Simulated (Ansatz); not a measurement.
# In2Sb: the cost of one run

Computed with Ansatz 0.2.0 (DFT r2SCAN, scalar-relativistic, plane waves, PAW, unless a step's input says otherwise).

1 further run of the same task is left out (set aside as unsound or not needed).

## 1. The structure to begin with

The structure is hexagonal, space group P6_3/mmc (No. 194). Conventional cell: a = 5.415 Å, b = 5.415 Å, c = 6.447 Å, α = 90.00°, β = 90.00°, γ = 120.00°. In (site symmetry -6m2) has 5 Sb at 3.13 to 3.22 Å and 6 In at 3.52 Å in its first shell of neighbours. Around In (site symmetry -3m) lie 8 In at 3.22 to 3.52 Å and 6 Sb at 3.52 Å. Around Sb (site symmetry -6m2) lie 11 In at 3.13 to 3.52 Å.

Structure file:

```
CELL_PARAMETERS angstrom
5.41546 0.00000 0.00000
-2.70773 4.68993 0.00000
0.00000 0.00000 6.44732
ATOMIC_POSITIONS crystal
In 0.66667 0.33333 0.25000
In 0.33333 0.66667 0.75000
In 0.00000 0.00000 0.50000
In 0.00000 0.00000 0.00000
Sb 0.66667 0.33333 0.75000
Sb 0.33333 0.66667 0.25000
```

It goes back to an entry of the Materials Project, which need not be the stable form.

This cell was relaxed beforehand with the same method: volume 27.29 Å³/atom, gap on the mesh none (metal).

## 2. Zero of the scan

Input file input.yaml:

```yaml
crystal:
  lattice:
    - [5.4154617284, 0.0, 0.0]
    - [-2.7077308642, 4.68992743, 0.0]
    - [0.0, 0.0, 6.4473186215]
  atoms:
    - { symbol: In, position: [0.6666666667, 0.3333333333, 0.25] }
    - { symbol: In, position: [0.3333333333, 0.6666666667, 0.75] }
    - { symbol: In, position: [0.0, 0.0, 0.5] }
    - { symbol: In, position: [0.0, 0.0, 0.0] }
    - { symbol: Sb, position: [0.6666666667, 0.3333333333, 0.75] }
    - { symbol: Sb, position: [0.3333333333, 0.6666666667, 0.25] }
basis:
  ecutwfc: 500
kpoints:
  mp_grid: { grid: [6, 6, 6] }
hamiltonian:
  xc: r2scan
scf:
  occupations: { method: gaussian, width: 0.15 }
output:
  forces: true
  stress: true
  eigenvalues: true
```

On the command line:

```
ansatz run input.yaml --threads 2 --pin off --max-ram 5120MiB --backend cpu --events-out ev --progress --plain --runs-dir out
```

**Question.** How long does this run take on 2 threads of Intel Xeon Platinum 8259CL at 2.50GHz (Skylake/Cascade Lake), shared host, and how much memory does it need?

About 13 s, with a peak of 0.92 GiB.
